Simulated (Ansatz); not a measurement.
# CdSe (Cadmoselite) (P6_3mc) in Ansatz: further runs

One crystal, CdSe (Cadmoselite), is run at these levels: revPBE+D3(BJ)+ATM, PBE; tasks: dielectric tensor, single point.

Everything below comes from runs of Ansatz 0.2.0. Logs are shortened: lines on timing, memory, paths and dates and some standing lists are left out, and cuts for length are marked.

**Experimental background.**

A printed reference work, data compilation reports, for a bulk crystal of CdSe at 2 K: band gap 1.841 eV.

The runs below are set against these values where they give the same quantity.

## (1) The crystal as given

It takes space group P6_3mc (No. 186, hexagonal). The conventional cell has a = 4.300 Å, b = 4.300 Å, c = 7.020 Å, α = 90.00°, β = 90.00°, γ = 120.00°. Around Cd (site symmetry 3m) lie 4 Se at 2.61 to 2.70 Å. Around Se (site symmetry 3m) lie 4 Cd at 2.61 to 2.70 Å.

## (2) Dielectric tensor, revPBE+D3(BJ)+ATM

Contents of input.yaml:

```yaml
crystal:
  lattice: { a: 4.3, b: 4.3, c: 7.02, alpha: 90.0, beta: 90.0, gamma: 120.0 }
  space_group: 186
  setting: { hermann_mauguin: P63mc }
  reduce_to_primitive: true
  atoms:
    - { symbol: Cd, position: [0.6666666667, 0.3333333333, 0.5] }
    - { symbol: Se, position: [0.6666666667, 0.3333333333, 0.885] }
kpoints:
  mp_grid: { kspacing: 0.25 }
scf:
  occupations: { method: fixed }
hamiltonian:
  xc: revpbe
  dispersion: d3bjatm
  pseudopotentials: { kind: all_electron, datasets: crystal }
output: {}
dielectric: {}
```

Potentials or basis: all-electron PAW datasets made for the crystal.

Started as:

```sh
$ ansatz run input.yaml --threads 2 --pin off --max-ram 6144MiB --backend cpu --events-out ev --progress --plain --runs-dir out
```

Log:

```text
Warning: RAYON_NUM_THREADS=2 ignored (pool sized by the plan → 2); use --threads N
crystal.space_group: 186 is read as P63mc: the typed cell holds Cd2Se2 (Cd 2b, Se 2b). Least distances (Å): Cd–Cd 4.299, Cd–Se 2.611, Se–Se 4.299
crystal.space_group generates its sites in this order, which a site index counts, at these fractional coordinates of the primitive cell where crystal.reduce_to_primitive is true, and else of the cell that is read (crystal.supercell repeats the list replica by replica, and crystal.defects acts on that): 0: Cd [0.666667, 0.333333, 0.500000]; 1: Cd [0.333333, 0.666667, 0.000000]; 2: Se [0.666667, 0.333333, 0.885000]; 3: Se [0.333333, 0.666667, 0.385000];
hamiltonian.pseudopotentials.datasets: crystal makes datasets for this crystal and solves the spheres of its atoms anew in each pass: cutoff 270.0 eV, the density's 1080.0 eV; for an error of 0.50 meV an atom under PBE, 2.0 meV for the cell; an energy difference from a run of another recipe may be off by several times the error for the cell, under r2SCAN by more, where some 0.1 meV an atom stays at smaller errors; in a run that uses the all-electron wave functions in the spheres, carries its plane waves along with the cell (elastic.basis: deformed) or is on a recipe of such a run or, without exact exchange, of a hybrid, they include no finite-basis correction of the energy (for plane waves above the cutoff): energies differ from those of runs with it by up to 1.1 meV an atom at a dataset_error of 0.2 meV (4 under r2SCAN), and by more at a larger error or with an open f shell (one dataset_recipe, of a run without it, keeps both alike, but for a hybrid, which always has it); Se in spheres of 1.233 Å, 6 of its electrons in bands, 10 on its site; Cd in spheres of 1.376 Å, 12 of its electrons in bands, 8 on its site; only band paths and densities of states list, in semicore columns, the levels of the semicore shells that are solved separately: 3d of Se, 4s of Cd, 4p of Cd
Engine: ansatz 0.2.0, aarch64-unknown-linux-gnu
Pseudopotentials: kind: all_electron
Pseudopotential: Cd, paw, valence charge 20, recommended cutoff 270 eV (normal), crystal/all_electron/pbe/scalar/gaussian/Cd, Koelling and Harmon's equation, gaussian nucleus
Pseudopotential: Se, paw, valence charge 16, recommended cutoff 270 eV (normal), crystal/all_electron/pbe/scalar/gaussian/Se, Koelling and Harmon's equation, gaussian nucleus
Functional definition: revPBE
  parameter kappa = 1.245
  parameter beta = 0.06672455060314922
  exchange = pbe_x(kappa = kappa, mu = beta*pi^2/3)
  correlation = pbe_c(beta = beta)
davidson cushion auto → on  (no smearing: the cushion is to keep the highest requested band from converging to the state above it; pin scf.eigensolver.cushion to override)
Crystal: 4 atoms, lattice volume = 112.410 Å³
Basis set: ecut = 270 eV, 1099 PW (Γ), exchange–correlation on 48×48×80 points (8 copies of the dense FFT grid, shifted against one another)
Bands: 22, of which v1, the nominal top of the filled ones, is band 18 counted from 1 (17 counted from 0)
Symmetry: 12 space group operations
k-points: 60 of 196 (irreducible under 2 space group operations, time reversal used)
Non-local potential: Cd, projectors of the file, l = 0: 1, l = 1: 1, l = 2: 2
Non-local potential: Se, projectors of the file, l = 0: 1, l = 1: 1
PAW form: soft (Blöchl's): semilocal exchange-correlation on the pseudo side does not see the compensation charge
PAW one-centre angular grid: Cd, 590 points (default); XC on its mesh's 1869 points in the sphere
PAW one-centre angular grid: Se, 110 points (default); XC on its mesh's 1867 points in the sphere
Initial density: superposition of atomic densities (neutral atoms: chi_scale 0, normalization atom)
Initial wavefunctions: pseudopotential atomic-orbital guess
Functional: x = revpbe(κ = 1.245, μ = 0.2195149727645171), c = pbe(β = 0.06672455060314922)
iter 1 solved again at ethr=6.31e-3 eV; its pass at ethr=1.00e-1 eV (dr2=2.27e0 eV) is discarded
SCF iter   1: F=—  HF=-436748.092659 eV  |F-HF|=—  |Δ(HF+E_count)|=         —  Δρ=3.17e-2  dr2=2.30e0  ethr=6.31e-3  ⟨swp⟩=3.0  Hψ=7307  notcnv=0
preconditioner: auto → Resta (q_TF=auto, 2.257 Å⁻¹)  ε∞=5.1  [insulator: Δε(μ)=1.233 eV  Ē_g=10.318 eV  n_scr=22 (ndim 8)  ℏωp=21.0 eV  f_vac=0.024  ε∞_Penn≈5.1]
SCF iter   2: F=—  HF=-436747.504381 eV  |F-HF|=—  |Δ(HF+E_count)|=   5.88e-1  Δρ=1.60e-2  dr2=4.57e-1  ethr=6.31e-3  ⟨swp⟩=2.0  Hψ=2941  notcnv=0
iter 3 solved again at ethr=7.25e-5 eV; its pass at ethr=1.27e-3 eV (dr2=2.61e-2 eV) is discarded
SCF iter   3: F=—  HF=-436747.417801 eV  |F-HF|=—  |Δ(HF+E_count)|=   8.66e-2  Δρ=4.79e-3  dr2=2.58e-2  ethr=7.25e-5  ⟨swp⟩=2.0  Hψ=6730  notcnv=0  defer=1
SCF iter   4: F=—  HF=-436747.425999 eV  |F-HF|=—  |Δ(HF+E_count)|=   8.20e-3  Δρ=2.24e-3  dr2=5.25e-3  ethr=7.18e-5  ⟨swp⟩=3.0  Hψ=4140  notcnv=0
SCF iter   5: F=—  HF=-436747.426112 eV  |F-HF|=—  |Δ(HF+E_count)|=   1.13e-4  Δρ=6.01e-4  dr2=6.35e-4  ethr=1.46e-5  ⟨swp⟩=3.1  Hψ=3971  notcnv=0
SCF iter   6: F=—  HF=-436747.427269 eV  |F-HF|=—  |Δ(HF+E_count)|=   1.16e-3  Δρ=1.86e-4  dr2=8.76e-5  ethr=1.76e-6  ⟨swp⟩=4.1  Hψ=4245  notcnv=0
SCF iter   7: F=—  HF=-436747.427529 eV  |F-HF|=—  |Δ(HF+E_count)|=   2.60e-4  Δρ=1.11e-4  dr2=1.48e-5  ethr=2.43e-7  ⟨swp⟩=4.7  Hψ=4477  notcnv=0
SCF iter   8: F=—  HF=-436747.427575 eV  |F-HF|=—  |Δ(HF+E_count)|=   4.58e-5  Δρ=2.39e-5  dr2=1.24e-6  ethr=4.11e-8  ⟨swp⟩=4.9  Hψ=4020  notcnv=0
SCF iter   9: F=—  HF=-436747.427579 eV  |F-HF|=—  |Δ(HF+E_count)|=   4.23e-6  Δρ=8.86e-6  dr2=1.18e-7  ethr=3.46e-9  ⟨swp⟩=4.7  Hψ=5001  notcnv=0
SCF iter  10: F=—  HF=-436747.427579 eV  |F-HF|=—  |Δ(HF+E_count)|=   2.50e-7  Δρ=2.88e-6  dr2=1.41e-8  ethr=3.28e-10  ⟨swp⟩=4.5  Hψ=3882  notcnv=0
SCF iter  11: F=—  HF=-436747.427580 eV  |F-HF|=—  |Δ(HF+E_count)|=   3.29e-8  Δρ=1.19e-6  dr2=1.54e-9  ethr=3.91e-11  ⟨swp⟩=4.7  Hψ=4490  notcnv=0
SCF iter  12: F=—  HF=-436747.427580 eV  |F-HF|=—  |Δ(HF+E_count)|=   2.04e-9  Δρ=5.29e-7  dr2=4.14e-10  ethr=4.27e-12  ⟨swp⟩=4.3  Hψ=4367  notcnv=0
SCF iter  13: F=-436747.427580 eV  HF=-436747.427580 eV  |F-HF|=1.16e-10  |Δ(HF+E_count)|=  5.82e-10  Δρ=1.40e-7  dr2=3.14e-11  ethr=1.15e-12  ⟨swp⟩=4.0  Hψ=4270  notcnv=0
SCF 1 converged in 13 iterations: F = -436747.427580 eV  dr2 = 3.14e-11
the response reads at least the filled bands of the reference SCF and the lowest empty band at each k-point, and that SCF's band table does not vouch for those bands. The notice of the band table in this run's record says why
NSCF: frozen V_eff on 6 k-points
DFPT response loops at Γ: preconditioner auto → Resta (q_TF=auto, 2.257 Å⁻¹)  ε∞=8.5 (no band partly filled); β = 1.00, the filter's whole step (`scf.mixing.beta` (0.50) is not read by the response loops at its default; to damp them type it under 1.00, their step now; it binds the ground state too); Broyden in place of MSR1
WARN: field response: the 7×7×4 k-mesh looks too coarse for the field response at k = (0.0000, 0.0000, 0.0000), direct gap 0.834 eV: take ε∞, Z* and everything formed from them as unconverged in the mesh. The response there varies over an interband length of 3.45 Å as this mesh's differences read it, which a coarse mesh reads short; the mesh's real-space period, 28.1 Å, is under 14 times that, 48.3 Å: points inside a basis were not begun: none includes the bands' part inside the spheres of datasets made for the crystal; else type a denser kpoints.mp_grid, and compare
SCF converged after 13 iterations
Free energy (F): -436747.427580 eV
Harris-Foulkes:  -436747.427580 eV  (|F-HF|=1.16e-10)
Internal energy: -436747.427580 eV  (E = F + TS)
E sigma→0 (E₀):  -436747.427580 eV
Past the cutoff: waves up to 1.5 times it would add -0.000302 eV an atom, which no energy here includes
By the cutoff:   a pressure is off by up to 0.014 GPa (6 times that energy over an atom's volume, and 0.004 GPa: a bound that held against runs at twice the plane waves)
Past the cutoffs: a stress includes 0.0036 GPa for waves and charges beyond them
In the spheres:  the bands' charges fall short by 9.1e-7 e at most (sound up to 1e-3), those of shells solved beside the bands by 4.3e-8 e (sound up to 5e-4)
Fermi energy:    8.258864 eV
--- Per-component energies (eV) ---
  E_band       = 71.345061
  E_kinetic    = 412.596897
  E_local      = -10649.377285  (includes V_loc(G=0)·N_el)
  E_nonlocal   = 619.344946
  E_hartree    = 5135.350241
  E_xc         = -249.447173
  E_vxc        = -297.743113  (∫ρ·V_xc dr)
  E_paw        = -447998.405069  (= ΣΔE_a)
  E_vpaw       = -24592.068332  (= ΣTr[D̂ρ^β])
  E_ewald      = -8323.002769
  E_disp       = -2.378816  (pairwise vdW)
  E_smearing   = -0.000000  (= −TS)
  E_closure    = 24307.891449  (closes the sum)
  Σ components = -436747.427580   (vs F -436747.427580, Δ=0.00e0)
  The terms above E_closure are by the made datasets' own strengths, without shells solved beside the bands.
--- Band table (eV; the first three rows and the last of 60) ---
  k-point 0: bands = ["-4.2968", "-3.9341", "0.3234", "0.3234", "0.3789", "0.3789", "0.3860", "0.6798", "0.6798", "0.7433", "0.7433", "1.0281", "4.0696", "7.5490", "7.5490", "8.2492", "8.2589", "8.2589", "9.0930", "10.4781", "14.2126", "14.2126"]
  k-point 1: bands = ["-4.2432", "-3.9862", "0.3295", "0.3295", "0.3687", "0.3687", "0.4283", "0.6908", "0.6908", "0.7357", "0.7357", "0.8504", "4.5734", "7.1293", "7.6460", "7.6460", "8.1473", "8.1473", "10.0831", "10.5822", "14.0374", "14.2937"]
  k-point 2: bands = ["-4.1141", "-4.1141", "0.3471", "0.3471", "0.3471", "0.3471", "0.5807", "0.5807", "0.7149", "0.7149", "0.7149", "0.7149", "5.7353", "5.7353", "7.8894", "7.8894", "7.8894", "7.8894", "10.6951", "10.6951", "14.1864", "14.1864"]
  k-point 59: bands = ["-3.9537", "-3.8350", "0.4335", "0.4561", "0.5144", "0.5278", "0.6365", "0.6488", "0.7074", "0.7280", "0.8416", "1.1003", "4.3127", "4.8361", "6.0907", "6.3688", "7.0305", "7.4368", "11.6458", "12.4870", "13.4586", "13.8229"]
--- Dielectric response (ions clamped): 2 representative field directions + reference, on 60 of 196 k-points (Σ response iterations 24) ---
  k mesh reduced under 2 symmetry operations, with k and −k counted as one. Each operation leaves every solved perturbation unchanged. A smaller set is not considered because the run solves the response to a homogeneous field
  ε∞ (high-frequency dielectric tensor):
        6.938361     0.000000     0.000000
        0.000000     6.938361     0.000000
        0.000000     0.000000     6.975129
  Born effective charges Z* (e; rows j = field, columns β = displacement):
    site 0:
         2.17618    0.00000    0.00000
         0.00000    2.17618    0.00000
         0.00000    0.00000    2.25569
    site 1:
         2.17618    0.00000    0.00000
         0.00000    2.17618    0.00000
         0.00000    0.00000    2.25569
    site 2:
        -2.17618   -0.00000   -0.00000
        -0.00000   -2.17618   -0.00000
        -0.00000   -0.00000   -2.25569
    site 3:
        -2.17618   -0.00000   -0.00000
        -0.00000   -2.17618   -0.00000
        -0.00000   -0.00000   -2.25569
  Z* charge neutrality: 5.652e-5 e pre-enforcement
  k-mesh period / interband length: 28.1 Å / 3.45 Å = 8.13 at k = (0.0000, 0.0000, 0.0000), direct gap 0.834 eV — UNDER 14: by this measure the k-mesh is too coarse for the response
```

Wall time 3.3 min (2 threads of Arm Neoverse V2, shared host); peak memory 2.4 GiB.

Results:

| Quantity | Value |
| --- | --- |
| Free energy | -436747.4276 eV |
| Band gap on the k mesh | 0.83 eV, direct |
| Electronic dielectric tensor (diagonal) | 6.94, 6.94, 6.98 |
| Born charges (mean of the diagonal) | Cd +2.20; Se -2.20 e |

Electronic dielectric tensor:
```
6.94 0.00 0.00
0.00 6.94 0.00
0.00 0.00 6.98
```

Born effective charge tensors (e):
atom 1, Cd
```
2.18 0.00 0.00
0.00 2.18 0.00
0.00 0.00 2.26
```
atom 2, Cd
```
2.18 0.00 0.00
0.00 2.18 0.00
0.00 0.00 2.26
```
atom 3, Se
```
-2.18  0.00  0.00
 0.00 -2.18  0.00
 0.00  0.00 -2.26
```
atom 4, Se
```
-2.18  0.00  0.00
 0.00 -2.18  0.00
 0.00  0.00 -2.26
```

## (3) Single point, PBE, 26.42 Å³/atom (volume scaled by 0.94)

Contents of input.yaml:

```yaml
crystal:
  lattice:
    - [4.2122202675, 0.0, 0.0]
    - [-2.1061101337, 3.647889758, 0.0]
    - [0.0, 0.0, 6.8766944832]
  atoms:
    - { symbol: Cd, position: [0.6666666667, 0.3333333333, 0.5] }
    - { symbol: Cd, position: [0.3333333333, 0.6666666667, 0.0] }
    - { symbol: Se, position: [0.6666666667, 0.3333333333, 0.885] }
    - { symbol: Se, position: [0.3333333333, 0.6666666667, 0.385] }
kpoints:
  mp_grid: { grid: [7, 7, 4] }
scf:
  occupations: { method: fermi_dirac, width: 0.05 }
hamiltonian:
  xc: pbe
  pseudopotentials: { kind: all_electron, lapw: { basis_error: 0.001 } }
output:
  forces: true
  stress: true
  eigenvalues: true
```

Potentials or basis: all-electron LAPW, scalar-relativistic.

Started as:

```sh
$ ansatz run input.yaml --threads 2 --pin off --max-ram 6144MiB --backend cpu --events-out ev --progress --plain --runs-dir out
```

It took 83 s on 2 threads of Arm Neoverse N1, shared host; peak memory 0.54 GiB.

Results (log left out):

```
Free energy            : -436724.4503 eV
Pressure               : 7.2 GPa
Largest force          : 0.351 eV/Å
Band gap on the k mesh : 0.83 eV, direct
```

## (4) Single point, PBE, 26.98 Å³/atom (volume scaled by 0.96)

input.yaml, as its differences from that of step 3:

```diff
@@ -2,5 +2,5 @@
   lattice:
-    - [4.2122202675, 0.0, 0.0]
-    - [-2.1061101337, 3.647889758, 0.0]
-    - [0.0, 0.0, 6.8766944832]
+    - [4.2418847678, 0.0, 0.0]
+    - [-2.1209423839, 3.6735799689, 0.0]
+    - [0.0, 0.0, 6.9251235047]
   atoms:
```

Started as:

```sh
$ ansatz run input.yaml --threads 2 --pin off --max-ram 6144MiB --backend cpu --events-out ev --progress --plain --runs-dir out
```

Run time: 66 s. Hardware: 2 threads of Arm Neoverse N1, shared host; peak memory 0.49 GiB.

The run converged. Its results:

```yaml
Free_energy: -436724.5397 eV
Pressure: 5.6 GPa
Largest_force: 0.326 eV/Å
Band_gap_on_the_k_mesh: 0.79 eV, direct
```

## (5) Single point, PBE, 27.54 Å³/atom (volume scaled by 0.98)

input.yaml, as its differences from that of step 4:

```diff
@@ -2,5 +2,5 @@
   lattice:
-    - [4.2418847678, 0.0, 0.0]
-    - [-2.1209423839, 3.6735799689, 0.0]
-    - [0.0, 0.0, 6.9251235047]
+    - [4.27114007, 0.0, 0.0]
+    - [-2.135570035, 3.6989158038, 0.0]
+    - [0.0, 0.0, 6.9728844864]
   atoms:
```

Started as:

```sh
$ ansatz run input.yaml --threads 2 --pin off --max-ram 6144MiB --backend cpu --events-out ev --progress --plain --runs-dir out
```

It took 68 s on 2 threads of Arm Neoverse N1, shared host; peak memory 0.49 GiB.

Results (log left out):

| Item | Value |
| --- | --- |
| Free energy | -436724.6089 eV |
| Pressure | 4.3 GPa |
| Largest force | 0.304 eV/Å |
| Band gap on the k mesh | 0.75 eV, direct |

## (6) Single point, PBE, 28.10 Å³/atom

input.yaml, as its differences from that of step 5:

```diff
@@ -2,5 +2,5 @@
   lattice:
-    - [4.27114007, 0.0, 0.0]
-    - [-2.135570035, 3.6989158038, 0.0]
-    - [0.0, 0.0, 6.9728844864]
+    - [4.3, 0.0, 0.0]
+    - [-2.15, 3.7239092363, 0.0]
+    - [0.0, 0.0, 7.02]
   atoms:
```

Potentials or basis: all-electron LAPW, scalar-relativistic.

Started as:

```sh
$ ansatz run input.yaml --threads 2 --pin off --max-ram 6144MiB --backend cpu --events-out ev --progress --plain --runs-dir out
```

Run time: 68 s. Hardware: 2 threads of Arm Neoverse N1, shared host; peak memory 0.49 GiB.

It converged, with:

```yaml
Free_energy: -436724.6599 eV
Pressure: 3.0 GPa
Largest_force: 0.283 eV/Å
Band_gap_on_the_k_mesh: 0.70 eV, direct
```

## (7) Single point, PBE, 28.66 Å³/atom (volume scaled by 1.02)

input.yaml, as its differences from that of step 6:

```diff
@@ -2,5 +2,5 @@
   lattice:
-    - [4.3, 0.0, 0.0]
-    - [-2.15, 3.7239092363, 0.0]
-    - [0.0, 0.0, 7.02]
+    - [4.3284776511, 0.0, 0.0]
+    - [-2.1642388256, 3.7485716056, 0.0]
+    - [0.0, 0.0, 7.0664914211]
   atoms:
```

Started as:

```sh
$ ansatz run input.yaml --threads 2 --pin off --max-ram 6144MiB --backend cpu --events-out ev --progress --plain --runs-dir out
```

It took 67 s on 2 threads of Arm Neoverse N1, shared host; peak memory 0.49 GiB.

It converged, with:

| Quantity | Value |
| --- | --- |
| Free energy | -436724.6946 eV |
| Pressure | 1.9 GPa |
| Largest force | 0.263 eV/Å |
| Band gap on the k mesh | 0.66 eV, direct |

## (8) Single point, PBE, 29.23 Å³/atom (volume scaled by 1.04)

input.yaml, as its differences from that of step 7:

```diff
@@ -2,5 +2,5 @@
   lattice:
-    - [4.3284776511, 0.0, 0.0]
-    - [-2.1642388256, 3.7485716056, 0.0]
-    - [0.0, 0.0, 7.0664914211]
+    - [4.3565854364, 0.0, 0.0]
+    - [-2.1782927182, 3.7729136617, 0.0]
+    - [0.0, 0.0, 7.1123790148]
   atoms:
```

Started as:

```sh
$ ansatz run input.yaml --threads 2 --pin off --max-ram 6144MiB --backend cpu --events-out ev --progress --plain --runs-dir out
```

Wall time 62 s (2 threads of Arm Neoverse N1, shared host); peak memory 0.49 GiB.

It converged, with:

| Property | Result |
| --- | --- |
| Free energy | -436724.7145 eV |
| Pressure | 0.9 GPa |
| Largest force | 0.244 eV/Å |
| Band gap on the k mesh | 0.62 eV, direct |

## (9) Single point, PBE, 29.79 Å³/atom (volume scaled by 1.06)

input.yaml, as its differences from that of step 8:

```diff
@@ -2,5 +2,5 @@
   lattice:
-    - [4.3565854364, 0.0, 0.0]
-    - [-2.1782927182, 3.7729136617, 0.0]
-    - [0.0, 0.0, 7.1123790148]
+    - [4.3843351364, 0.0, 0.0]
+    - [-2.1921675682, 3.7969456069, 0.0]
+    - [0.0, 0.0, 7.1576820134]
   atoms:
```

Potentials or basis: all-electron LAPW, scalar-relativistic.

Started as:

```sh
$ ansatz run input.yaml --threads 2 --pin off --max-ram 6144MiB --backend cpu --events-out ev --progress --plain --runs-dir out
```

It took 61 s on 2 threads of Arm Neoverse N1, shared host; peak memory 0.49 GiB.

Results (log left out):

```
Free energy            : -436724.7213 eV
Pressure               : 0.0 GPa
Largest force          : 0.227 eV/Å
Band gap on the k mesh : 0.57 eV, direct
```

## (10) The reference run

An earlier run on the cell as given: functional PBE; potentials or basis all-electron LAPW, scalar-relativistic; cutoff 279 eV (chosen from the basis error); basis error allowed 0.001 eV/atom; k mesh 7 × 7 × 4; occupations fermi-dirac, width 0.05 eV; no spin polarisation.

- Pressure: 3.0 GPa
- Largest force: 0.283 eV/Å
- Band gap on the k mesh: 0.70 eV, direct
- Loewdin charges: Cd +1.23; Se -1.05 e

## (11) How close it comes

Step 2. Measured gap of CdSe: 1.841 eV (2 K; a printed reference work, data compilation). This calculation gives 0.83 eV (-1.01 eV). So large a miss can be the level of theory's own, or it may mean another phase, state or a wrong row. Spin-orbit coupling on Cd, Se is left out. The value is that of revPBE+D3(BJ)+ATM, without temperature or zero-point motion. Semilocal functionals fall short of measured gaps as a rule.
